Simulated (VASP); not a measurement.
# Nb (Fm-3m) in VASP: further runs, part 2 of 2

VASP 6.6.1. The steps go on from the part before.

## Step 4: Single point, r2SCAN

The input, INCAR:

```
  PREC = Accurate
  ENCUT = 600
  EDIFF = 1E-7
  ISMEAR = -1
  SIGMA = 0.1
  LREAL = False
  LASPH = True
  NELM = 100
  ALGO = Normal
  ISIF = 2
  LWAVE = False
  LCHARG = False
  METAGGA = R2SCAN
  LMIXTAU = True
  ADDGRID = False
```

The input, KPOINTS:

```
Automatic mesh
0
Gamma
  14 14 14
```

The input, POSCAR:

```
Nb
1.0
    0.0000000000      2.1150000000      2.1150000000
    2.1150000000      0.0000000000      2.1150000000
    2.1150000000      2.1150000000      0.0000000000
Nb
1
Direct
    0.0000000000      0.0000000000      0.0000000000
```

Potentials or basis: VASP PAW PBE potentials, release 64 (Nb_sv).

Run with:

```sh
> cat potpaw_PBE.64/Nb_sv/POTCAR > POTCAR
> mpirun -np 1 vasp_std > vasp.out
```

OUTCAR:

```text
PREC = Accurate
   ENCUT = 600
   EDIFF = 1E-7
   ISMEAR = -1
   LREAL = False
   LASPH = True
   NELM = 100
   ISIF = 2
   METAGGA = R2SCAN

 Found    104 irreducible k-points:

 Following reciprocal coordinates:
            Coordinates               Weight
  0.000000  0.000000  0.000000      1.000000
  0.071429  0.000000  0.000000      8.000000
  0.142857  0.000000  0.000000      8.000000
  0.214286  0.000000  0.000000      8.000000
  0.285714  0.000000  0.000000      8.000000
  0.357143  0.000000  0.000000      8.000000
   k-points           NKPTS =    104   k-points in BZ     NKDIM =    104   number of bands    NBANDS=     10
   number of dos      NEDOS =    301   number of ions     NIONS =      1
   total plane-waves  NPLWV =  13824
   dimension x,y,z NGX =    24 NGY =   24 NGZ =   24
   dimension x,y,z NGXF=    48 NGYF=   48 NGZF=   48
   ions per type =               1
   NGX,Y,Z   is equivalent  to a cutoff of  13.34, 13.34, 13.34 a.u.
   NGXF,Y,Z  is equivalent  to a cutoff of  26.68, 26.68, 26.68 a.u.
 SYSTEM =  unknown system
   PREC   = accura    normal or accurate (medium, high low for compatibility)
   ISTART =      0    job   : 0-new  1-cont  2-samecut
   ICHARG =      2    charge: 1-file 2-atom 10-const
   ISPIN  =      1    spin polarized calculation?
   LNONCOLLINEAR =      F non collinear calculations
[... 61 lines left out ...]
      1     -45.7880      2.00000
      2     -20.4372      2.00000
      3     -20.4372      2.00000
      4     -20.4372      2.00000
      5       4.2629      2.00000
      6      10.9939      0.40358
      7      10.9939      0.40358
      8      10.9939      0.40358
      9      13.7874      0.00000
     10      13.7874      0.00000
[... 53 lines left out ...]
 k-point     6 :       0.3571    0.0000    0.0000
  band No.  band energies     occupation
      1     -45.6222      2.00000
      2     -21.4517      2.00000
      3     -20.5663      2.00000
      4     -20.5663      2.00000
      5       6.7905      2.00000
      6      10.8001      1.27417
      7      11.1060      0.15225
      8      11.1060      0.15225
      9      14.8041      0.00000
     10      14.8041      0.00000

 [... further k-points ...]

------------------------ aborting loop because EDIFF is reached ----------------------------------------

  FORCE on cell =-STRESS in cart. coord.  units (eV):
  Direction    XX          YY          ZZ          XY          YZ          ZX
  --------------------------------------------------------------------------------------
  -------------------------------------------------------------------------------------
  Total       -0.2454333     -0.2454333     -0.2454333      0.0000000      0.0000000     -0.0000000
  in kB      -20.7817933    -20.7817933    -20.7817933      0.0000000      0.0000000     -0.0000000
  external PRESSURE =     -20.7817933 kB  Pullay stress =       0.0000000 kB

 VOLUME and BASIS-vectors are now :
 -----------------------------------------------------------------------------
  energy-cutoff  :      600.00
  volume of cell :       18.92
      direct lattice vectors                 reciprocal lattice vectors
     0.000000000  2.115000000  2.115000000    -0.236406619  0.236406619  0.236406619
     2.115000000  0.000000000  2.115000000     0.236406619 -0.236406619  0.236406619
     2.115000000  2.115000000  0.000000000     0.236406619  0.236406619 -0.236406619

 POSITION                                       TOTAL-FORCE (eV/Angst)
 -----------------------------------------------------------------------------------
      0.00000      0.00000      0.00000         0.000000      0.000000      0.000000
 -----------------------------------------------------------------------------------
    total drift:                               -0.000000     -0.000000      0.000000

  FREE ENERGIE OF THE ION-ELECTRON SYSTEM (eV)
  ---------------------------------------------------
  free  energy   TOTEN  =       -24.5314810439 eV

  energy  without entropy=      -24.4851654554  energy(sigma->0) =      -24.50832325
```

stdout:

```text
POSCAR found type information on POSCAR Nb
 POSCAR found :  1 types and       1 ions
 scaLAPACK will be used
 -----------------------------------------------------------------------------
|                                                                             |
|                                                                             |
|     You enforced a specific xc type in the INCAR file but a different       |
|     I HOPE YOU KNOW WHAT YOU ARE DOING!                                     |
|                                                                             |
 -----------------------------------------------------------------------------

 LDA part: xc-table for (None), standard interpolation
 POSCAR, INCAR and KPOINTS ok, starting setup
 FFT: planning ... GRIDC
 FFT: planning ... GRID_SOFT
 FFT: planning ... GRID
 WAVECAR not read
 entering main loop
```

It took 71 s on 1 thread of AMD EPYC 9R45 (Zen 5), shared host; peak memory 0.13 GiB.

These settings aren't checked as converged: the numbers below hold their error.

What came out:

```yaml
Free_energy: -24.5315 eV
Pressure: -2.1 GPa
Band_gap_on_the_k_mesh: none (metal or under the smearing width)
```

Caveat: the PAW data sets were made with another functional, which shifts forces and pressure a little.

## Step 5: Single point, r2SCAN

INCAR is that of step 4.

KPOINTS is that of step 4.

The input, POSCAR:

```
Nb
1.0
   -0.0426650000      2.1137510000      2.1300390000
    2.0995070000     -0.0030870000      2.0904620000
    2.1111540000      2.0858200000     -0.0147340000
Nb
1
Direct
   -0.0113280000     -0.0286200000      0.0112220000
```

Potentials or basis: VASP PAW PBE potentials, release 64 (Nb_sv).

Run with:

```sh
> cat potpaw_PBE.64/Nb_sv/POTCAR > POTCAR
> mpirun -np 1 vasp_std > vasp.out
```

OUTCAR:

```text
PREC = Accurate
   ENCUT = 600
   EDIFF = 1E-7
   ISMEAR = -1
   LREAL = False
   LASPH = True
   NELM = 100
   ISIF = 2
   METAGGA = R2SCAN

 Found   1376 irreducible k-points:

 Following reciprocal coordinates:
            Coordinates               Weight
  0.000000  0.000000  0.000000      1.000000
  0.071429  0.000000 -0.000000      2.000000
  0.142857  0.000000  0.000000      2.000000
  0.214286  0.000000 -0.000000      2.000000
  0.285714  0.000000 -0.000000      2.000000
[... 151 lines left out ...]

 [... further k-points ...]

------------------------ aborting loop because EDIFF is reached ----------------------------------------

  FORCE on cell =-STRESS in cart. coord.  units (eV):
  Direction    XX          YY          ZZ          XY          YZ          ZX
  --------------------------------------------------------------------------------------
  -------------------------------------------------------------------------------------
  Total       -0.0965704     -0.4759719     -0.2244603     -0.0773500      0.0639736     -0.1344268
  in kB       -8.1769877    -40.3023860    -19.0059235     -6.5495255      5.4168947    -11.3824386
  external PRESSURE =     -22.4950991 kB  Pullay stress =       0.0000000 kB

 VOLUME and BASIS-vectors are now :
 -----------------------------------------------------------------------------
  energy-cutoff  :      600.00
  volume of cell :       18.92
      direct lattice vectors                 reciprocal lattice vectors
    -0.042665000  2.113751000  2.130039000    -0.230437638  0.234873772  0.231781534
     2.099507000 -0.003087000  2.090462000     0.236448712 -0.237621425  0.240540482
     2.111154000  2.085820000 -0.014734000     0.233873347  0.241057135 -0.234529299

 POSITION                                       TOTAL-FORCE (eV/Angst)
 -----------------------------------------------------------------------------------
      2.02093      2.11021      4.13638        -0.000000     -0.000000      0.000000
 -----------------------------------------------------------------------------------
    total drift:                               -0.000000     -0.000001     -0.000001

  FREE ENERGIE OF THE ION-ELECTRON SYSTEM (eV)
  ---------------------------------------------------
  free  energy   TOTEN  =       -24.5354380281 eV

  energy  without entropy=      -24.4893508167  energy(sigma->0) =      -24.51239442
```

OSZICAR:

```text
N       E                     dE             d eps       ncg     rms          rms(c)
DAV:   1     0.108327579404E+03    0.10833E+03   -0.81224E+03 27568   0.147E+03
DAV:   2    -0.241776936432E+02   -0.13251E+03   -0.12968E+03 29370   0.487E+02
[... 10 lines left out ...]
DAV:  13    -0.245354391847E+02   -0.10530E-04   -0.26253E-04 42952   0.193E-01    0.172E-02
DAV:  14    -0.245354337227E+02    0.54620E-05   -0.68833E-05 32864   0.100E-01    0.292E-02
DAV:  15    -0.245354132845E+02    0.20438E-04   -0.82934E-05 28962   0.110E-01    0.572E-03
DAV:  16    -0.245354376015E+02   -0.24317E-04   -0.21277E-05 28128   0.568E-02    0.162E-03
DAV:  17    -0.245354378928E+02   -0.29125E-06   -0.72779E-07 33422   0.124E-02    0.128E-03
DAV:  18    -0.245354380411E+02   -0.14835E-06   -0.12605E-07 17586   0.631E-03    0.556E-04
DAV:  19    -0.245354380281E+02    0.13001E-07   -0.19984E-08 14924   0.257E-03
   1 F= -.24535438E+02 E0= -.24512394E+02  d E =-.460872E-01
```

stdout:

```text
POSCAR found type information on POSCAR Nb
 POSCAR found :  1 types and       1 ions
 scaLAPACK will be used
 -----------------------------------------------------------------------------
|                                                                             |
|                                                                             |
|     You enforced a specific xc type in the INCAR file but a different       |
|     I HOPE YOU KNOW WHAT YOU ARE DOING!                                     |
|                                                                             |
 -----------------------------------------------------------------------------

 LDA part: xc-table for (None), standard interpolation
 POSCAR, INCAR and KPOINTS ok, starting setup
 FFT: planning ... GRIDC
 FFT: planning ... GRID_SOFT
 FFT: planning ... GRID
 WAVECAR not read
 entering main loop
```

Wall time 14 min (1 thread of AMD EPYC 9R45 (Zen 5), shared host); peak memory 0.4 GiB.

These settings aren't checked as converged: the numbers below hold their error.

What came out:

```yaml
Free_energy: -24.5354 eV
Pressure: -2.2 GPa
Band_gap_on_the_k_mesh: none (metal or under the smearing width)
```

Caveat: the PAW data sets were made with another functional, which shifts forces and pressure a little.
